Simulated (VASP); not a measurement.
Wanted: the native input for a VASP 6.6.1 run.

```
Task                   : single point
Functional             : PBE
Potentials or basis    : VASP PAW PBE potentials, release 64 (Er)
Cutoff                 : 520 eV
k mesh                 : 8 × 8 × 8
Occupations            : gaussian, width 0.05 eV
Spin                   : collinear spin, twin_end start
Starting moments       : [2.22] μB
Hubbard terms          : Er f U = 6.0 eV
Dipole correction      : no
Further INCAR settings : ALGO = Normal; EDIFF = 1e-07; NBANDS = 21
```

The structure of Er lies in POSCAR:

```
Er
1.0
    0.0000000000      2.7512612616      2.7512612616
    2.7512612616      0.0000000000      2.7512612616
    2.7512612616      2.7512612616      0.0000000000
Er
1
Direct
    0.0000000000      0.0000000000      0.0000000000
```

The cell was built by a generator and needn't be a form met in nature.

These files were run (other wordings do the same):

INCAR

```
SYSTEM = Er
ALGO = Normal
EDIFF = 1E-7
ENCUT = 520
GGA = PE
ISIF = 2
ISMEAR = 0
ISPIN = 2
LASPH = .True.
LCHARG = .False.
LDAU = .True.
LDAUJ = 0
LDAUL = 3
LDAUPRINT = 1
LDAUTYPE = 2
LDAUU = 6
LMAXMIX = 6
LORBIT = 11
LREAL = .False.
LWAVE = .False.
MAGMOM = 2.22
NBANDS = 21
NELM = 150
PREC = Accurate
SIGMA = 0.05
```

KPOINTS

```
k-points
0
Gamma
  8 8 8
  0 0 0
```

Potentials or basis: VASP PAW PBE potentials, release 64 (Er).

Run with:

```console
$ cat potpaw_PBE.64/Er/POTCAR > POTCAR
$ mpirun -np 1 vasp_std > vasp.out
```

Results of the run:

```
Pressure                                              : -6.6 GPa
Band gap on the k mesh                                : none (metal or under the smearing width)
Net moment                                            : 3.80 μB per cell
Site moments                                          : Er +3.18 μB
Valence electrons inside the program's atomic spheres : Er 19.30
```

Caveat: the magnetic or orbital state may not be the lowest; spin-orbit coupling is left out, which moves the levels of the heavy elements.

Wall time 9 min on 1 thread of Intel(R) Xeon(R) Platinum 8488C (Sapphire Rapids), with other jobs on the host, peak memory 0.25 GiB.
